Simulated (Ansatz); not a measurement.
## CaO: band gap as volume per atom varies

All results are calculated (Ansatz 0.2.0). Band levels at named k points (names of the unstrained cell) at fixed atoms, from the valence top (v1 top filled band, c1 lowest empty), gap the least over mesh, points and any path between them, spin-unpolarised plane waves, DDH-PBE0 mixes 1/eps_inf of exact exchange.

Cell of the first row (space group Fm-3m, No. 225):
```
CaO
1.0
      0.0000     2.2777     2.2777
      2.2777     0.0000     2.2777
      2.2777     2.2777     0.0000
Ca O
1 1
Direct
  0.00000 0.00000 0.00000
  0.50000 0.50000 0.50000
```

Settings of every row: periodic directions 3; functional r2SCAN; spin orbit no; potentials PAW; wave cutoff 500 eV; k mesh 10x10x10; smearing width 0 eV.

Point:
| name | a (fraction of the reciprocal vector) | b (fraction of the reciprocal vector) | c (fraction of the reciprocal vector) |
| --- | --- | --- | --- |
| Gamma | 0 | 0 | 0 |
| X | 0.5 | 0 | 0.5 |
| U | 0.625 | 0.25 | 0.625 |
| K | 0.375 | 0.375 | 0.75 |
| L | 0.5 | 0.5 | 0.5 |
| W | 0.5 | 0.25 | 0.75 |
| extra_c | 0 | 0.5 | 0.5 |

Limits: semilocal functionals tend to give too small a gap.

| row | volume per atom (Å³) | band gap (eV) | least direct gap (eV) |
| --- | --- | --- | --- |
| 1 | 11.816 | 4.098 | 4.409 |
| 2 | 12.193 | 4.13 | 4.459 |
| 3 | 12.971 | 4.175 | 4.532 |
| 4 | 13.372 | ? | ? |
| 5 | 14.077 | 4.203 | 4.583 |
| 6 | 14.199 | 4.204 | 4.585 |
| 7 | 14.271 | 4.204 | 4.586 |
| 8 | 15.06 | 4.2 | 4.59 |
| 9 | 15.382 | 4.195 | 4.586 |
| 10 | 15.588 | 4.191 | 4.512 |
| 11 | 15.954 | 4.182 | 4.342 |

Question: what band gap should row 4 give?

Worked fit of band gap. Take t = volume per atom − 14, in Å³. The shown rows have t = -2.184, -1.807, -1.029, 0.077, 0.199, 0.271, 1.06, 1.382, 1.588, 1.954. Least squares give band gap = 4.2018 + 0.01554 × t − 0.01396 × t² eV; a straight line predicts inner rows, each left out in turn, worse (root mean square 0.021 against 0.0025 eV). The rows lie off it by -0.003, 0.002, 0.004, 0.000, 0.000, -0.001, -0.003, -0.002, 0.000, 0.003, a smooth pattern that one more power would take up: the form is only approximate. The withheld row has t = -0.628, so the fit gives 4.2018 + 0.01554 × (-0.628) − 0.01396 × (-0.628)² = 4.187 eV.

The calculation gave 4.19 eV. The fit lies 0.003 eV (2.8 % of the column's range) below it; its largest miss of a shown row is 0.004 eV.

The other values of row 4: least direct gap 4.557 eV.
